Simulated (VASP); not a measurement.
# Ga in VASP: reference runs

How does Ga come out in PBE? The cell is run as given.

Everything below comes from runs of VASP 6.6.1. Logs are shortened: lines on timing, memory, paths and dates and some standing lists are left out, and cuts for length are marked.

## 1. The sheet as given

The cell holds a sheet with vacuum, 2 atoms: a = 4.330 Å, b = 4.330 Å, c = 23.800 Å, α = 90.00°, β = 90.00°, γ = 120.00°.

The cell was built by a generator and needn't be a form met in nature.

## 2. Single point, PBE

INCAR

```
SYSTEM = Ga
PREC = Accurate
ENCUT = 520
EDIFF = 1E-7
ISMEAR = -1
SIGMA = 0.05
LREAL = .FALSE.
LASPH = .TRUE.
NELM = 80
ALGO = Normal
ISIF = 2
LWAVE = .FALSE.
LCHARG = .FALSE.
LDIPOL = .TRUE.
IDIPOL = 3
DIPOL = 0.5 0.5 0.294
GGA = PE
NBANDS = 20
```

KPOINTS

```
regular mesh
0
G
  7 7 1
  0 0 0
```

POSCAR

```
Ga
1.0
    4.3304700000      0.0000000000      0.0000000000
   -2.1652300000      3.7503000000      0.0000000000
    0.0000000000      0.0000000000     23.8000000000
Ga
2
Direct
    0.3333300000      0.6666700000      0.2941200000
    0.6666700000      0.3333300000      0.2941200000
```

Potentials or basis: VASP PAW PBE potentials, release 64 (Ga_d).

Launch:

```console
> cat potpaw_PBE.64/Ga_d/POTCAR > POTCAR
> mpirun -np 1 vasp_std > vasp.out
```

OUTCAR:

```text
SYSTEM = Ga
   PREC = Accurate
   ENCUT = 520
   EDIFF = 1E-7
   ISMEAR = -1
   LREAL = .FALSE.
   LASPH = .TRUE.
   NELM = 80
   ISIF = 2
   GGA = PE

 ion  position               nearest neighbor table
   1  0.333  0.667  0.294-   2 2.50   2 2.50   2 2.50
   2  0.667  0.333  0.294-   1 2.50   1 2.50   1 2.50

  LATTYP: Found a hexagonal cell.
 ALAT       =     4.3304700000
 C/A-ratio  =     5.4959392399

  Lattice vectors:

 A1 = (   4.3304700000,   0.0000000000,   0.0000000000)
 A2 = (  -2.1652300000,   3.7503000000,   0.0000000000)
 A3 = (   0.0000000000,   0.0000000000,  23.8000000000)

Analysis of symmetry for initial positions (statically):
=====================================================================
 Subroutine PRICEL returns:
 Original cell was already a primitive cell.

 Routine SETGRP: Setting up the symmetry group for a
 hexagonal supercell.

 Subroutine GETGRP returns: Found  8 space group operations
 (whereof  4 operations were pure point group operations)
 out of a pool of 24 trial point group operations.

The static configuration has the point symmetry C_2v.
 The point group associated with its full space group is D_2h.

Analysis of symmetry for dynamics (positions and initial velocities):
=====================================================================
 Subroutine PRICEL returns:
 Original cell was already a primitive cell.

 Routine SETGRP: Setting up the symmetry group for a
 hexagonal supercell.

 Subroutine GETGRP returns: Found  8 space group operations
 (whereof  4 operations were pure point group operations)
 out of a pool of 24 trial point group operations.

The dynamic configuration has the point symmetry C_2v.
 The point group associated with its full space group is D_2h.

 Subroutine INISYM returns: Found  8 space group operations
 (whereof  4 operations are pure point group operations),
 and found     1 'primitive' translations

----------------------------------------------------------------------------------------

                                     Primitive cell

  volume of cell :     386.5254

  direct lattice vectors                    reciprocal lattice vectors
     4.330470000  0.000000000  0.000000000     0.230921817  0.133322360  0.000000000
    -2.165230000  3.750300000  0.000000000     0.000000000  0.266645335  0.000000000
     0.000000000  0.000000000 23.800000000     0.000000000  0.000000000  0.042016807

  length of vectors
     4.330470000  4.330470072 23.800000000     0.266645339  0.266645335  0.042016807

  position of ions in fractional coordinates (direct lattice)
     0.333330000  0.666670000  0.294120000
     0.666670000  0.333330000  0.294120000

  ion indices of the primitive-cell ions
   primitive index   ion index
                 1           1
                 2           2

----------------------------------------------------------------------------------------

 KPOINTS: regular mesh

Automatic generation of k-mesh.
 Grid dimensions read from file:
 generate k-points for:    7    7    1

 Generating k-lattice:

  Cartesian coordinates                     Fractional coordinates (reciprocal lattice)
     0.032988831  0.019046051  0.000000000     0.142857143 -0.000000000  0.000000000
     0.000000000  0.038092191  0.000000000     0.000000000  0.142857143  0.000000000
     0.000000000  0.000000000  0.042016807     0.000000000  0.000000000  1.000000000

  Length of vectors
     0.038092191  0.038092191  0.042016807

  Shift w.r.t. Gamma in fractional coordinates (k-lattice)
     0.000000000  0.000000000  0.000000000

 Subroutine IBZKPT returns following result:
 ===========================================

 Found     16 irreducible k-points:

 Following reciprocal coordinates:
            Coordinates               Weight
  0.000000  0.000000  0.000000      1.000000
  0.142857  0.000000  0.000000      4.000000
 -0.142857  0.142857  0.000000      2.000000
  0.285714  0.000000  0.000000      4.000000
 -0.285714  0.285714  0.000000      2.000000
  0.428571  0.000000  0.000000      4.000000
[... 8 lines left out ...]
  0.285714  0.285714  0.000000      2.000000
 -0.285714 -0.428571  0.000000      4.000000
   k-points           NKPTS =     16   k-points in BZ     NKDIM =     16   number of bands    NBANDS=     20
   number of dos      NEDOS =    301   number of ions     NIONS =      2
   total plane-waves  NPLWV = 184320
   dimension x,y,z NGX =    32 NGY =   32 NGZ =  180
   dimension x,y,z NGXF=    64 NGYF=   64 NGZF=  360
   ions per type =               2
   NGX,Y,Z   is equivalent  to a cutoff of  12.28, 12.28, 12.57 a.u.
   NGXF,Y,Z  is equivalent  to a cutoff of  24.57, 24.57, 25.15 a.u.
 SYSTEM =  Ga
   PREC   = accura    normal or accurate (medium, high low for compatibility)
   ISTART =      0    job   : 0-new  1-cont  2-samecut
   ICHARG =      2    charge: 1-file 2-atom 10-const
   ISPIN  =      1    spin polarized calculation?
   LNONCOLLINEAR =      F non collinear calculations
   LSORBIT =      F    spin-orbit coupling
   LASPH  =      T    aspherical Exc in radial PAW
   ENCUT  =  520.0 eV  38.22 Ry    6.18 a.u.   8.05  8.05 44.25*2*pi/ulx,y,z
   NELM   =     80;   NELMIN=  2; NELMDL= -5     # of ELM steps
   EDIFF  = 0.1E-06   stopping-criterion for ELM
   LREAL  =      F    real-space projection
   EDIFFG = 0.1E-05   stopping-criterion for IOM
   NSW    =      0    number of steps for IOM
   IBRION =     -1    ionic relax: 0-MD 1-quasi-New 2-CG
   NFREE  =      0    steps in history (QN), initial steepest desc. (CG)
   ISIF   =      2    stress and relaxation
   ISYM   =      2    0-nonsym 1-usesym 2-fastsym
   POTIM  = 0.5000    time-step for ionic-motion
   TEBEG  =    0.0;   TEEND  =   0.0 temperature during run
   PSTRESS=    0.0 pullay stress
   NELECT =      26.0000    total number of electrons
   NUPDOWN=      -1.0000    fix difference up-down
   EMIN   =  10.00;   EMAX   =-10.00  energy-range for DOS
   EFERMI =   0.00;   METHOD = LEGACY
   ISMEAR =    -1;   SIGMA  =   0.05  broadening in eV -4-tet -1-fermi 0-gaus
   EFERMI_NEDOS =   21; number of points for ismear=-14 and -15
   IALGO  =     38    algorithm
   IMIX   =      4    mixing-type and parameters
     AMIX     =   0.40;   BMIX     =  1.00
     AMIX_MAG =   1.60;   BMIX_MAG =  1.00
  volume/ion in A,a.u.               =     193.26      1304.20
  Fermi-wavevector in a.u.,A,eV,Ry     =   0.665794  1.258168  6.031215  0.443282
  Thomas-Fermi vector in A             =   1.739898
   LORBIT       =      0    0 simple, 1 ext, 2 COOP (PROOUT), +10 PAW based schemes
   GGA     = PE    functional components
   LHFCALC =     F    Hartree Fock is set to
   AEXX    =    0.0000 exact exchange contribution
   IVDW    =     0    specifies the selected vdW correction
   LEPSILON=     F    determine dielectric tensor
   LRPA    =     F    only Hartree local field effects (RPA)
 non-spin polarized calculation
  energy-cutoff  :      520.00
  volume of cell :      386.53
 maximum number of plane-waves:     10440
   NGX = 17   NGY = 17   NGZ = 89

 number of electron      26.0000003 magnetization

 dipolmoment           0.000000      0.000000      0.000001 electrons x Angstroem

 Free energy of the ion-electron system (eV)
  ---------------------------------------------------
  ext. energy  EPLUGINS =         0.00000000
  ---------------------------------------------------
  free energy    TOTEN  =        -4.56658409 eV

  energy without entropy =       -4.55013767  energy(sigma->0) =       -4.55836088

 E-fermi :  -3.3739     XC(G=0):  -1.7921

 val. band max:       -3.4558855981   @ k =   0.2857   0.0000   0.0000
 cond. band min:      -3.3456387823   @ k =  -0.1429   0.2857   0.0000
 fundamental gap:      0.1102468157
 Fermi energy:        -3.3739300353

 k-point     1 :       0.0000    0.0000    0.0000
  band No.  band energies     occupation
      1     -18.2330      2.00000
      2     -18.1102      2.00000
      3     -18.1102      2.00000
      4     -18.0604      2.00000
      5     -18.0604      2.00000
      6     -17.8985      2.00000
[... 12 lines left out ...]
     19       1.8112      0.00000
     20       1.8394      0.00000

 k-point     2 :       0.1429    0.0000    0.0000
  band No.  band energies     occupation
      1     -18.2293      2.00000
      2     -18.1150      2.00000
      3     -18.1041      2.00000
      4     -18.1019      2.00000
      5     -18.1011      2.00000
      6     -17.9070      2.00000
[... 12 lines left out ...]
     19       1.9091      0.00000
     20       2.0241      0.00000

 k-point     3 :      -0.1429    0.1429    0.0000
  band No.  band energies     occupation
      1     -18.2293      2.00000
      2     -18.1150      2.00000
      3     -18.1040      2.00000
      4     -18.1019      2.00000
      5     -18.1011      2.00000
      6     -17.9070      2.00000
[... 12 lines left out ...]
     19       1.9090      0.00000
     20       2.0241      0.00000

 k-point     4 :       0.2857    0.0000    0.0000
  band No.  band energies     occupation
      1     -18.2269      2.00000
      2     -18.1615      2.00000
      3     -18.1543      2.00000
      4     -18.1251      2.00000
      5     -18.0882      2.00000
      6     -17.9283      2.00000
[... 245 lines left out ...]
 k-point    15 :       0.2857    0.2857    0.0000
  band No.  band energies     occupation
      1     -18.2756      2.00000
      2     -18.1750      2.00000
      3     -18.1731      2.00000
      4     -18.1453      2.00000
      5     -18.0339      2.00000
      6     -17.9858      2.00000
[... 12 lines left out ...]
     19       3.2818      0.00000
     20       3.5033      0.00000

 k-point    16 :      -0.2857   -0.4286    0.0000
  band No.  band energies     occupation
      1     -18.2756      2.00000
      2     -18.1751      2.00000
      3     -18.1731      2.00000
      4     -18.1453      2.00000
      5     -18.0339      2.00000
      6     -17.9858      2.00000
[... 12 lines left out ...]
     19       3.2816      0.00000
     20       3.5033      0.00000

------------------------ aborting loop because EDIFF is reached ----------------------------------------

 vacuum level on the upper side and lower side of the slab       (xc-potential included)        -0.012        -0.012

  FORCE on cell =-STRESS in cart. coord.  units (eV):
  Direction    XX          YY          ZZ          XY          YZ          ZX
  --------------------------------------------------------------------------------------
  -------------------------------------------------------------------------------------
  Total       -0.0434862     -0.0431415     -0.0004578      0.0002985      0.0000000      0.0000000
  in kB       -0.1802536     -0.1788249     -0.0018975      0.0012373      0.0000000      0.0000000
  external PRESSURE =      -0.1203253 kB  Pullay stress =       0.0000000 kB

 VOLUME and BASIS-vectors are now :
 -----------------------------------------------------------------------------
  energy-cutoff  :      520.00
  volume of cell :      386.53
      direct lattice vectors                 reciprocal lattice vectors
     4.330470000  0.000000000  0.000000000     0.230921817  0.133322360  0.000000000
    -2.165230000  3.750300000  0.000000000     0.000000000  0.266645335  0.000000000
     0.000000000  0.000000000 23.800000000     0.000000000  0.000000000  0.042016807

 POSITION                                       TOTAL-FORCE (eV/Angst)
 -----------------------------------------------------------------------------------
     -0.00002      2.50021      7.00006         0.000183     -0.000105      0.000000
      2.16526      1.25009      7.00006        -0.000183      0.000105      0.000000
 -----------------------------------------------------------------------------------
    total drift:                               -0.000000     -0.000000      0.000218

  FREE ENERGIE OF THE ION-ELECTRON SYSTEM (eV)
  ---------------------------------------------------
  free  energy   TOTEN  =        -4.5665840864 eV

  energy  without entropy=       -4.5501376661  energy(sigma->0) =       -4.55836088

 vacuum level on the upper side and lower side of the slab         0.942         0.942
```

Wall time 2.2 min (1 thread of Intel Xeon 6975P-C (Granite Rapids), shared host); peak memory 0.46 GiB.

What came out:

| Property | Result |
| --- | --- |
| Free energy | -4.5666 eV |
| Band gap on the k mesh | none (metal or under the smearing width) |

Levels at points of the mesh, in eV from the Fermi level:
| k point | band 9 | band 10 | band 11 | band 12 | band 13 | band 14 | band 15 | band 16 | band 17 | band 18 |
| --- | --- | --- | --- | --- | --- | --- | --- | --- | --- | --- |
| (0.00, 0.00, 0.00) | -14.51 | -14.51 | -8.18 | -0.90 | 1.28 | 1.28 | 1.63 | 3.43 | 4.17 | 4.44 |

(Part 1 of 2 ends here.)
